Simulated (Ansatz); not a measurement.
Al₂O₃ — O-17 NMR of the central transition

Cell: a Materials Project structure (computed, not necessarily an observed phase).

```cif
data_Al2O3
_symmetry_space_group_name_H-M 'Pbcn'
_symmetry_Int_Tables_number 60
_cell_length_a 7.0899
_cell_length_b 4.8469
_cell_length_c 4.9854
_cell_angle_alpha 90.000
_cell_angle_beta 90.000
_cell_angle_gamma 90.000
loop_
_atom_site_label
_atom_site_type_symbol
_atom_site_symmetry_multiplicity
_atom_site_Wyckoff_symbol
_atom_site_fract_x
_atom_site_fract_y
_atom_site_fract_z
Al Al 8 d 0.3904 0.2522 0.0305
O9 O 8 d 0.6540 0.1070 0.1020
O17 O 4 c 0.0000 0.0494 0.2500
```

One atom of each set is listed.

Method: Kohn–Sham DFT in Ansatz, r2SCAN, plane waves and PAW (field gradients read without the response of the frozen cores, which leaves them typically 4 to 6 % off), scalar-relativistic, 500 eV cutoff, Γ-centred 3×5×5 k-points, Fermi–Dirac smearing 0.02 eV.

O-17 has I = 5/2 and Q = -25.58 mb (Pyykkö 2018); at 9.4 T its Larmor frequency is ν₀ = 54.3 MHz. Only the quadrupole interaction is simulated: positions count from each site's isotropic chemical shift, and J coupling is left out, as are shift anisotropy and dipolar coupling, which fast spinning averages.

(1) Give C_Q, η, the quadrupolar product P_Q = |C_Q|(1 + η²/3)^½, the second-order isotropic shift and the breadth of the pattern (fast magic-angle spinning) for each O site.

Answers

(1) 

| site | first shell | C_Q (MHz) | η | P_Q (MHz) | δ_QIS (ppm) | breadth (kHz) |
| --- | --- | --- | --- | --- | --- | --- |
| O9 | 4 Al at 1.89–2.03 Å; also 4 Al at 3.02–3.33 Å | 2.57 | 0.21 | 2.59 | -13.6 | 1.68 |
| O17 | 4 Al at 1.87–1.97 Å; also 2 Al at 3.13 Å | 1.91 | 0.32 | 1.94 | -7.65 | 0.954 |

δ_QIS = −(ν_Q²/30ν₀²)[I(I+1) − 3/4](1 + η²/3) × 10⁶ ppm with ν_Q = 3|C_Q|/[2I(2I−1)]; it falls as 1/B₀² in ppm, and the breadth as 1/B₀ in kHz.

At this cell the r2SCAN pressure is -8 GPa, so with r2SCAN the cell would shrink if it were relaxed. The entry's cell may itself be off.
